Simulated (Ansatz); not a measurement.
## AlN in Ansatz: the effect of exact exchange

The system is AlN.

```
Al N
1.0
     0.00000    2.03452    2.03452
     2.03452    0.00000    2.03452
     2.03452    2.03452    0.00000
Al N
1 1
Direct
  0.50000 0.50000 0.50000
  0.00000 0.00000 0.00000
```

Measurements of this composition are mostly on another form, of space group No. 186.

Alike in all runs:

* Program: Ansatz 0.2.0
* Task: single point
* Functional: HSE06 form with a typed share of exact exchange
* Potentials or basis: Ansatz PAW
* Cutoff: 420 eV (not typed: the program's choice for these potentials)
* k mesh: 6 × 6 × 6
* Occupations: fermi-dirac, width 0.05 eV
* Spin: no spin polarisation

**Question.** One run gave: gap on the mesh 5.86 eV; pressure -7.6 GPa. Which exact exchange did it use?
A. 0.1
B. 0.15
C. 0.3
D. 0.25
E. 0.05

**Answer.** D.

| exact exchange | gap on the mesh (eV) | pressure (GPa) |
| --- | --- | --- |
| 0.05 | 4.72 | -1.4 |
| 0.1 | 5.00 | -3.0 |
| 0.15 | 5.28 | -4.5 |
| 0.2 | 5.57 | -6.1 |
| 0.25 | 5.86 | -7.6 |
| 0.3 | 6.15 | -9.2 |

Caveats: all runs use coarse meshes; the PAW data sets come from PBE, with cores solved anew for the run's functional, which leaves a small shift of forces and pressure; the thresholds are loose for stress.

A k mesh can miss the band edges.
